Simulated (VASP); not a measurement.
A run of VASP 6.6.1 is set up as follows.

POSCAR

```
MgS
1.0
    4.0346224068      0.0000000000      0.0000000000
   -2.0173112034      3.4940854990      0.0000000000
    0.0000000000      0.0000000000      6.4322941800
S Mg
2 2
Direct
    0.6666666667      0.3333333333      0.8792441500
    0.3333333333      0.6666666667      0.3792441500
    0.3333333333      0.6666666667      0.9957548500
    0.6666666667      0.3333333333      0.4957548500
```

File INCAR.step1:

```
SYSTEM = MgS
ALGO     = Normal         ! electronic algorithm
EDIFF    = 1E-5           ! SCF threshold, eV
ENCUT    = 520            ! plane-wave cutoff, eV
GGA      = PE             ! functional
ISIF     = 2              ! what is computed and relaxed
ISMEAR   = -1             ! smearing method
LASPH    = .True.         ! aspherical terms in the spheres
LCHARG   = .False.        ! write CHGCAR
LREAL    = .False.        ! projectors in reciprocal space
LWAVE    = .True.         ! write WAVECAR
NELM     = 100            ! most SCF steps
PREC     = Accurate       ! precision mode
SIGMA    = 0.05           ! smearing width, eV
```

File INCAR.step2:

```
SYSTEM = MgS
AEXX     = 0.3            ! exact-exchange fraction
ALGO     = Normal         ! electronic algorithm
EDIFF    = 1E-7           ! SCF threshold, eV
ENCUT    = 520            ! plane-wave cutoff, eV
GGA      = PE             ! functional
HFSCREEN = 0.2            ! screening, 1/A
ISIF     = 2              ! what is computed and relaxed
ISMEAR   = -1             ! smearing method
ISTART   = 1            
LASPH    = .True.         ! aspherical terms in the spheres
LCHARG   = .False.        ! write CHGCAR
LHFCALC  = .True.         ! exact exchange
LREAL    = .False.        ! projectors in reciprocal space
LWAVE    = .False.        ! write WAVECAR
NELM     = 100            ! most SCF steps
PREC     = Accurate       ! precision mode
PRECFOCK = Fast         
SIGMA    = 0.05           ! smearing width, eV
```

File KPOINTS:

```
k-points
0
Gamma
  4 4 2
  0 0 0
```

Potentials or basis: VASP PAW PBE potentials, release 64 (S, Mg).

The run is started by

```sh
$ cat potpaw_PBE.64/S/POTCAR potpaw_PBE.64/Mg/POTCAR > POTCAR
$ cp INCAR.step1 INCAR
$ mpirun -np 1 vasp_std > vasp.out
$ cp INCAR.step2 INCAR
$ mpirun -np 1 vasp_std > vasp.out
```

(1) What does it give for the largest force?

(2) What does it give for the band gap on the k mesh?

Results:

(1) 0.052 eV/Å.

(2) 4.73 eV, direct.

Caveat: the k mesh is coarse (spacing up to 0.49 Å⁻¹), so the values aren't converged, least of all with exact exchange; the PAW data sets were made with another functional, which shifts forces and pressure a little.
